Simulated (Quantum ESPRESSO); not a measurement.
# Fe under changes of volume

One of the cells (11.435 Å³/atom); the others are scaled copies at fixed shape and fractional positions:

```xyz
1
Lattice="0.0000 1.9417 1.9651 1.4984 0.0000 1.9651 1.4984 1.9417 0.0000" Properties=species:S:1:pos:R:3 pbc="T T T"
Fe    0.0000    0.0000    0.0000
```

```yaml
Program: Quantum ESPRESSO 7.5
Functional: PBE
Potentials_or_basis: SSSP 1.3 efficiency PBE
Cutoff: 871 eV
Density_cutoff: 10640 eV
k_mesh: 13 × 13 × 13
Occupations: fermi-dirac, width 0.05 eV
Spin: collinear spin, ferromagnetic start
Starting_moments: "[3.0] μB"
```

```tsv
volume (Å³/atom)	energy over the lowest point (meV/atom)	pressure (GPa)	moment (μB per cell)
10.749	26.27	10.6	2.07
10.978	10.73	5.4	2.10
11.207	?	?	?
11.435	0.00	-2.8	2.17
11.664	2.66	-6.0	2.22
11.893	9.32	-8.7	2.27
12.121	19.78	-11.2	2.32
```

Task: What does the run at 11.207 Å³/atom give?

Result: Energy over the lowest point 2.36 meV/atom; pressure 0.9 GPa; moment 2.13 μB per cell.

Worked out: A Birch-Murnaghan fit of order 3 (a polynomial in V^(-2/3)) to the other rows has its minimum at 11.42 Å³/atom with B0 = V·E''(V) = 177 GPa (rough, since the energies scatter) at fixed shape and positions, which overstates the stiffness. It gives 2.38 meV/atom at 11.207 Å³/atom, against the run's 2.36, and -dE/dV = 3.7 GPa, against 0.9. A parabola through the other rows of the moment, of slope 0.162 μB per Å³/atom there, gives 2.13 μB, against the run's 2.13.

Energies are extrapolated to zero smearing.
